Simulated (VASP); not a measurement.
# GaSb (F-43m) in VASP: a series of runs, part 2 of 2

VASP 6.6.1.

## (5) Single point, BLYP+D4

This run uses another cell than the first one, of 27.48 Å³/atom, 0.960 times its volume.

INCAR reads:

```
SYSTEM = GaSb
PREC     = Accurate       ! precision mode
ENCUT    = 500            ! plane-wave cutoff, eV
EDIFF    = 1E-6           ! SCF threshold, eV
ISMEAR   = -1             ! smearing method
SIGMA    = 0.05           ! smearing width, eV
LREAL    = .FALSE.        ! projectors in reciprocal space
LASPH    = .TRUE.         ! aspherical terms in the spheres
NELM     = 120            ! most SCF steps
ALGO     = Normal         ! electronic algorithm
ISIF     = 2              ! what is computed and relaxed
LWAVE    = .FALSE.        ! write WAVECAR
LCHARG   = .FALSE.        ! write CHGCAR
GGA      = B5             ! functional
ALDAX    = 1.0          
AGGAX    = 1.0          
AGGAC    = 1.0          
ALDAC    = 0.0          
IVDW     = 13             ! dispersion correction
VDW_S6   = 1.0          
VDW_S8   = 2.34076671   
VDW_A1   = 0.44488865   
VDW_A2   = 4.0933009    
NBANDS   = 21             ! bands
GGA_COMPAT= .FALSE.
```

KPOINTS reads:

```
Automatic mesh
0
G
  8 8 8
  0 0 0
```

POSCAR reads:

```
GaSb
1.0
    0.0000000000      3.0176570942      3.0176570942
    3.0176570942      0.0000000000      3.0176570942
    3.0176570942      3.0176570942      0.0000000000
Sb Ga
1 1
Direct
    0.7500000000      0.7500000000      0.7500000000
    0.0000000000      0.0000000000      0.0000000000
```

Potentials or basis: VASP PAW PBE potentials, release 64 (Sb_d_GW, Ga_d).

The run is started by

```sh
> cat potpaw_PBE.64/Sb_d_GW/POTCAR potpaw_PBE.64/Ga_d/POTCAR > POTCAR
> mpirun -np 1 vasp_std > vasp.out
```

OUTCAR:

```text
SYSTEM = GaSb
   PREC = Accurate
   ENCUT = 500
   EDIFF = 1E-6
   ISMEAR = -1
   LREAL = .FALSE.
   LASPH = .TRUE.
   NELM = 120
   ISIF = 2
   GGA = B5
   IVDW = 13

 ion  position               nearest neighbor table
   1  0.750  0.750  0.750-   2 2.61   2 2.61   2 2.61   2 2.61
   2  0.000  0.000  0.000-   1 2.61   1 2.61   1 2.61   1 2.61

  LATTYP: Found a face centered cubic cell.
 ALAT       =     6.0353141884

  Lattice vectors:

 A1 = (   0.0000000000,   3.0176570942,   3.0176570942)
 A2 = (   3.0176570942,   0.0000000000,   3.0176570942)
 A3 = (   3.0176570942,   3.0176570942,   0.0000000000)

Analysis of symmetry for initial positions (statically):
=====================================================================
 Subroutine PRICEL returns:
 Original cell was already a primitive cell.

 Routine SETGRP: Setting up the symmetry group for a
 face centered cubic supercell.

 Subroutine GETGRP returns: Found 24 space group operations
 (whereof 24 operations were pure point group operations)
 out of a pool of 48 trial point group operations.

The static configuration has the point symmetry T_d .

Analysis of symmetry for dynamics (positions and initial velocities):
=====================================================================
 Subroutine PRICEL returns:
 Original cell was already a primitive cell.

 Routine SETGRP: Setting up the symmetry group for a
 face centered cubic supercell.

 Subroutine GETGRP returns: Found 24 space group operations
 (whereof 24 operations were pure point group operations)
 out of a pool of 48 trial point group operations.

The dynamic configuration has the point symmetry T_d .

 Subroutine INISYM returns: Found 24 space group operations
 (whereof 24 operations are pure point group operations),
 and found     1 'primitive' translations

----------------------------------------------------------------------------------------

                                     Primitive cell
[... 107 lines left out ...]
   EFERMI_NEDOS =   21; number of points for ismear=-14 and -15
   IALGO  =     38    algorithm
   IMIX   =      4    mixing-type and parameters
     AMIX     =   0.40;   BMIX     =  1.00
     AMIX_MAG =   1.60;   BMIX_MAG =  1.00
  volume/ion in A,a.u.               =      27.48       185.44
  Fermi-wavevector in a.u.,A,eV,Ry     =   1.307518  2.470850 23.260559  1.709603
  Thomas-Fermi vector in A             =   2.438247
   LORBIT       =      0    0 simple, 1 ext, 2 COOP (PROOUT), +10 PAW based schemes
   GGA     = B5    functional components
   LHFCALC =     F    Hartree Fock is set to
   AEXX    =    0.0000 exact exchange contribution
   IVDW    =    13    specifies the selected vdW correction
   LEPSILON=     F    determine dielectric tensor
   LRPA    =     F    only Hartree local field effects (RPA)
 non-spin polarized calculation
  energy-cutoff  :      500.00
  volume of cell :       54.96
 maximum number of plane-waves:      1411
   NGX = 15   NGY = 15   NGZ = 15

 number of electron      27.9999985 magnetization

 Free energy of the ion-electron system (eV)
  ---------------------------------------------------
  ext. energy  EPLUGINS =         0.00000000
  ---------------------------------------------------
  free energy    TOTEN  =        -5.94367058 eV

  energy without entropy =       -5.94335861  energy(sigma->0) =       -5.94351460

 E-fermi :   4.7769     XC(G=0):  -8.9019

 val. band max:        4.6604184094   @ k =   0.0000   0.0000   0.0000
 cond. band min:       4.8260179792   @ k =   0.0000   0.0000   0.0000
 fundamental gap:      0.1655995698
 Fermi energy:         4.7769227987

 k-point     1 :       0.0000    0.0000    0.0000
  band No.  band energies     occupation
      1     -24.1265      2.00000
      2     -24.1265      2.00000
      3     -24.1265      2.00000
      4     -24.1017      2.00000
      5     -24.1017      2.00000
      6     -10.5182      2.00000
[... 565 lines left out ...]
     20      14.6829      0.00000
     21      15.1930      0.00000

 [... further k-points ...]

------------------------ aborting loop because EDIFF is reached ----------------------------------------

  DFT-D4 for vdW energy calculation

  Edisp (eV):   -1.66320

  FORCE on cell =-STRESS in cart. coord.  units (eV):
  Direction    XX          YY          ZZ          XY          YZ          ZX
  --------------------------------------------------------------------------------------
  -------------------------------------------------------------------------------------
  Total       0.94220     0.94220     0.94220     0.00000     0.00000    -0.00000
  in kB      27.46726    27.46726    27.46726     0.00000     0.00000    -0.00000
  external pressure =       27.47 kB  Pullay stress =        0.00 kB

 VOLUME and BASIS-vectors are now :
 -----------------------------------------------------------------------------
  energy-cutoff  :      500.00
  volume of cell :       54.96
      direct lattice vectors                 reciprocal lattice vectors
     0.000000000  3.017657094  3.017657094    -0.165691457  0.165691457  0.165691457
     3.017657094  0.000000000  3.017657094     0.165691457 -0.165691457  0.165691457
     3.017657094  3.017657094  0.000000000     0.165691457  0.165691457 -0.165691457

 POSITION                                       TOTAL-FORCE (eV/Angst)
 -----------------------------------------------------------------------------------
      4.52649      4.52649      4.52649         0.000000      0.000000      0.000000
      0.00000      0.00000      0.00000        -0.000000     -0.000000     -0.000000
 -----------------------------------------------------------------------------------
    total drift:                               -0.000000     -0.000000     -0.000000

  FREE ENERGIE OF THE ION-ELECTRON SYSTEM (eV)
  ---------------------------------------------------
  free  energy   TOTEN  =        -7.6068739472 eV

  energy  without entropy=       -7.6065619814  energy(sigma->0) =       -7.60671796
```

stdout:

```text
POSCAR found type information on POSCAR SbGa
 POSCAR found :  2 types and       2 ions
 scaLAPACK will be used
 -----------------------------------------------------------------------------
|                                                                             |
|                                                                             |
|     You enforced a specific xc type in the INCAR file but a different       |
|     I HOPE YOU KNOW WHAT YOU ARE DOING!                                     |
|                                                                             |
 -----------------------------------------------------------------------------

 LDA part: xc-table for (Slater(with rela. corr.)+VWN5), standard interpolation
 POSCAR, INCAR and KPOINTS ok, starting setup
 FFT: planning ... GRIDC
 FFT: planning ... GRID_SOFT
 FFT: planning ... GRID
 WAVECAR not read
 entering main loop
```

Run time: 42 s. Hardware: 1 thread of Intel Xeon 6975P-C (Granite Rapids), shared host; peak memory 0.2 GiB.

What came out:

```
Free energy                : -7.6069 eV
Pressure                   : 2.7 GPa
Band gap on the k mesh     : 0.17 eV, direct
Dispersion energy per atom : -0.832 eV
```

Levels at points of the mesh, in eV from the valence-band top:
| k point | band 12 | band 13 | band 14 | band 15 | band 16 | band 17 |
| --- | --- | --- | --- | --- | --- | --- |
| (0.00, 0.00, 0.00) | 0.00 | 0.00 | 0.00 | 0.17 | 2.81 | 2.81 |
| (0.50, 0.00, 0.00) | -6.55 | -1.21 | -1.21 | 0.48 | 3.84 | 3.84 |
| (0.50, 0.50, 0.00) | -7.01 | -2.68 | -2.68 | 0.96 | 1.34 | 8.92 |

Caveat: the PAW data sets were made with another functional, which shifts forces and pressure a little; spin-orbit coupling is left out, which moves the levels of the heavy elements.

## (6) Single point, PBEsol

This run uses another cell than the first one, of 28.05 Å³/atom, 0.980 times its volume.

INCAR reads:

```
ALGO     = Normal         # electronic algorithm
EDIFF    = 1E-6           # SCF threshold, eV
ENCUT    = 520            # plane-wave cutoff, eV
GGA      = PS             # functional
ISIF     = 2              # what is computed and relaxed
ISMEAR   = -1             # smearing method
LASPH    = T              # aspherical terms in the spheres
LCHARG   = F              # write CHGCAR
LREAL    = F              # projectors in reciprocal space
LWAVE    = F              # write WAVECAR
NBANDS   = 16             # bands
NELM     = 60             # most SCF steps
PREC     = Accurate       # precision mode
SIGMA    = 0.05           # smearing width, eV
```

KPOINTS reads:

```
k-points
0
Gamma
  8 8 8
```

POSCAR reads:

```
GaSb
1.0
    0.0000000000      3.0384691801      3.0384691801
    3.0384691801      0.0000000000      3.0384691801
    3.0384691801      3.0384691801      0.0000000000
Sb Ga
1 1
Direct
    0.7500000000      0.7500000000      0.7500000000
    0.0000000000      0.0000000000      0.0000000000
```

Potentials or basis: VASP PAW PBE potentials, release 64 (Sb, Ga_d).

The run is started by

```sh
> cat potpaw_PBE.64/Sb/POTCAR potpaw_PBE.64/Ga_d/POTCAR > POTCAR
> mpirun -np 1 vasp_std > vasp.out
```

OUTCAR:

```text
EDIFF = 1E-6
   ENCUT = 520
   GGA = PS
   ISIF = 2
   ISMEAR = -1
   LASPH = T
   LREAL = F
   NELM = 60
   PREC = Accurate

 ion  position               nearest neighbor table
   1  0.750  0.750  0.750-   2 2.63   2 2.63   2 2.63   2 2.63
   2  0.000  0.000  0.000-   1 2.63   1 2.63   1 2.63   1 2.63

  LATTYP: Found a face centered cubic cell.
 ALAT       =     6.0769383602

  Lattice vectors:

 A1 = (   0.0000000000,   3.0384691801,   3.0384691801)
 A2 = (   3.0384691801,   0.0000000000,   3.0384691801)
 A3 = (   3.0384691801,   3.0384691801,   0.0000000000)

Analysis of symmetry for initial positions (statically):
=====================================================================
 Subroutine PRICEL returns:
 Original cell was already a primitive cell.

 Routine SETGRP: Setting up the symmetry group for a
 face centered cubic supercell.

 Subroutine GETGRP returns: Found 24 space group operations
 (whereof 24 operations were pure point group operations)
 out of a pool of 48 trial point group operations.

[... 152 lines left out ...]

 Free energy of the ion-electron system (eV)
  ---------------------------------------------------
  ext. energy  EPLUGINS =         0.00000000
  ---------------------------------------------------
  free energy    TOTEN  =        -8.14481016 eV

  energy without entropy =       -8.14443053  energy(sigma->0) =       -8.14462034

 E-fermi :   5.0427     XC(G=0):  -9.3539

 val. band max:        4.9406557726   @ k =   0.0000   0.0000   0.0000
 cond. band min:       5.0752815385   @ k =   0.0000   0.0000   0.0000
 fundamental gap:      0.1346257659
 Fermi energy:         5.0427328787

 k-point     1 :       0.0000    0.0000    0.0000
  band No.  band energies     occupation
      1     -10.1003      2.00000
      2     -10.1003      2.00000
      3     -10.1003      2.00000
      4     -10.0468      2.00000
      5     -10.0468      2.00000
      6      -6.7059      2.00000
[... 433 lines left out ...]
      3     -10.0821      2.00000
      4     -10.0502      2.00000
      5     -10.0467      2.00000
      6      -4.6564      2.00000
[... 8 lines left out ...]
     15      14.5336      0.00000
     16      15.1388      0.00000

 [... further k-points ...]
[... 5 lines left out ...]
  --------------------------------------------------------------------------------------
  -------------------------------------------------------------------------------------
  Total        0.3483761      0.3483761      0.3483761     -0.0000000      0.0000000     -0.0000000
  in kB        9.9486569      9.9486569      9.9486569     -0.0000000      0.0000000     -0.0000000
  external PRESSURE =       9.9486569 kB  Pullay stress =       0.0000000 kB

 VOLUME and BASIS-vectors are now :
 -----------------------------------------------------------------------------
  energy-cutoff  :      520.00
  volume of cell :       56.10
      direct lattice vectors                 reciprocal lattice vectors
     0.000000000  3.038469180  3.038469180    -0.164556548  0.164556548  0.164556548
     3.038469180  0.000000000  3.038469180     0.164556548 -0.164556548  0.164556548
     3.038469180  3.038469180  0.000000000     0.164556548  0.164556548 -0.164556548

 POSITION                                       TOTAL-FORCE (eV/Angst)
 -----------------------------------------------------------------------------------
      4.55770      4.55770      4.55770        -0.000000     -0.000000     -0.000000
      0.00000      0.00000      0.00000         0.000000      0.000000      0.000000
 -----------------------------------------------------------------------------------
    total drift:                               -0.000000     -0.000000     -0.000001

  FREE ENERGIE OF THE ION-ELECTRON SYSTEM (eV)
  ---------------------------------------------------
  free  energy   TOTEN  =        -8.1448101582 eV

  energy  without entropy=       -8.1444305261  energy(sigma->0) =       -8.14462034
```

stdout:

```text
POSCAR found type information on POSCAR SbGa
 POSCAR found :  2 types and       2 ions
 scaLAPACK will be used
 -----------------------------------------------------------------------------
|                                                                             |
|                                                                             |
|     You enforced a specific xc type in the INCAR file but a different       |
|     I HOPE YOU KNOW WHAT YOU ARE DOING!                                     |
|                                                                             |
 -----------------------------------------------------------------------------

 LDA part: xc-table for (Slater+PW92), standard interpolation
 POSCAR, INCAR and KPOINTS ok, starting setup
 FFT: planning ... GRIDC
 FFT: planning ... GRID_SOFT
 FFT: planning ... GRID
 WAVECAR not read
 entering main loop
```

Wall time 24 s (1 thread of Intel Xeon 6455B, shared host); peak memory 0.19 GiB.

What came out:

```yaml
Free_energy: -8.1448 eV
Pressure: 1.0 GPa
Band_gap_on_the_k_mesh: 0.13 eV, direct
```

Levels at points of the mesh, in eV from the valence-band top:
```
           k point  band 5  band 6  band 7  band 8  band 9  band 10  band 11  band 12  band 13  band 14
(0.00, 0.00, 0.00)  -14.99  -11.65    0.00    0.00    0.00     0.13     2.75     2.75     2.75     5.65
(0.50, 0.00, 0.00)  -14.99   -9.96   -6.50   -1.19   -1.19     0.39     3.72     3.72     6.30     9.37
(0.50, 0.50, 0.00)  -14.98   -9.10   -6.93   -2.66   -2.66     0.82     1.12     8.80     8.80    10.15
```

Caveat: the PAW data sets were made with another functional, which shifts forces and pressure a little; spin-orbit coupling is left out, which moves the levels of the heavy elements.

## (7) Overview

| task | level | potentials or basis | cell | k mesh | cutoff (eV) | second run | gap on the mesh (eV) | pressure (GPa) |
| --- | --- | --- | --- | --- | --- | --- | --- | --- |
| relaxation of cell and atoms | BLYP+D4 | VASP PAW PBE potentials, release 64 (Sb, Ga_d) | relaxed from a = 4.326 Å, angles 60.0°, 2 atoms | 8 × 8 × 8 | 600 | - | none | 0.0 |
| single point | PBEsol | VASP PAW PBE potentials, release 64 (Sb, Ga_d) | a = 4.326 Å, angles 60.0°, 2 atoms | 4 × 4 × 4 | 520 | - | none | 0.6 |
| single point | revPBE | VASP PAW PBE potentials, release 64 (Sb, Ga_d) | a = 4.326 Å, angles 60.0°, 2 atoms | 4 × 4 × 4 | 520 | - | 0.10 | 4.0 |
| single point | BLYP+D4 | VASP PAW PBE potentials, release 64 (Sb_d_GW, Ga_d) | a = 4.268 Å, angles 60.0°, 2 atoms | 8 × 8 × 8 | 500 | valence_matched | 0.17 | 2.7 |
| single point | PBEsol | VASP PAW PBE potentials, release 64 (Sb, Ga_d) | a = 4.297 Å, angles 60.0°, 2 atoms | 8 × 8 × 8 | 520 | - | 0.13 | 1.0 |

Alike in all rows: no spin polarisation; smearing fermi-dirac 0.05 eV.

Caveats: some runs use coarse meshes; the PAW data sets were made with another functional, which shifts forces and pressure a little; spin-orbit coupling is left out, which moves the levels of the heavy elements; pairwise dispersion overbinds metals, which lowers pressure and volume (some runs).

Total energies depend on the potentials used, so only differences within one code and one set of settings carry meaning.

## (8) Against experiment

Step 5. A measured gap of GaSb is 0.811 eV (direct; 4.2 K; a printed reference work, data compilation); the calculated 0.17 eV misses it by -0.65 eV. Spin-orbit coupling on Ga, Sb is left out. The value is that of BLYP+D4 on a finite k mesh, which can miss the band edges, without temperature or zero-point motion. Semilocal functionals fall short of measured gaps as a rule.

Step 6. Measured gap of GaSb: 0.811 eV (direct; 4.2 K; a printed reference work, data compilation). This calculation gives 0.13 eV (-0.68 eV). Spin-orbit coupling on Ga, Sb is left out. The value is that of PBEsol on a finite k mesh, which can miss the band edges, without temperature or zero-point motion. Semilocal functionals fall short of measured gaps as a rule.
